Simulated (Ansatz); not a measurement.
BN: two-dimensional strain map

The calculation used DFT PBEsol, scalar-relativistic, plane waves, PAW in Ansatz. Cutoff 420 eV, Γ-centred 12×12×4 k-points, Gaussian smearing of 0.05 eV. No spin polarisation. Energies are free energies at this smearing, counted from the undisturbed cell; pressure is positive in compression.

The undisturbed cell (as given, not relaxed at this level; it stands at 0.4 GPa):

```
B N
1.0
     2.50399    0.00000    0.00000
    -1.25200    2.16852    0.00000
     0.00000    0.00000    6.66120
B N
2 2
Cartesian
  0.0000 1.4457 1.6653
  1.2520 0.7228 4.9959
  0.0000 1.4457 4.9959
  1.2520 0.7228 1.6653
```

The cell holds layers and no dispersion correction was added, so their binding is poorly described.

The cell is strained by p along both x and y and by q along z, fractional coordinates fixed. Points are written (p, q).

Energy above the undisturbed cell in meV/atom (a dash: not computed):

| p \ q | -0.050 | -0.025 | 0.000 | 0.025 | 0.050 |
| --- | --- | --- | --- | --- | --- |
| -0.050 | 179.6 | 176.6 | 174.8 | 173.8 | 173.4 |
| -0.025 | 45.9 | 43.0 | 41.3 | 40.3 | 39.9 |
| 0.000 | 4.3 | 1.6 | 0.0 | -0.8 | -1.1 |
| 0.025 | 38.9 | 36.5 | 35.1 | 34.4 | 34.2 |
| 0.050 | 136.1 | 134.0 | 132.8 | 132.3 | 132.3 |

Pressure in GPa:

| p \ q | -0.050 | -0.025 | 0.000 | 0.025 | 0.050 |
| --- | --- | --- | --- | --- | --- |
| -0.050 | 49.6 | 48.0 | 46.5 | 45.2 | 44.0 |
| -0.025 | 22.5 | 21.6 | 20.8 | 20.1 | 19.5 |
| 0.000 | 1.1 | 0.7 | 0.4 | 0.2 | 0.1 |
| 0.025 | -15.8 | -15.7 | -15.6 | -15.4 | -15.1 |
| 0.050 | -28.9 | -28.5 | -28.0 | -27.5 | -26.9 |

Gap on the k-mesh in eV:

```
 p \ q  -0.050  -0.025  0.000  0.025  0.050
-0.050    4.32    4.37   4.41   4.46   4.51
-0.025    4.19    4.26   4.30   4.34   4.39
 0.000    4.06    4.12   4.19   4.22   4.26
 0.025    3.94    3.99   4.05   4.10   4.14
 0.050    3.82    3.86   3.91   3.97   4.01
```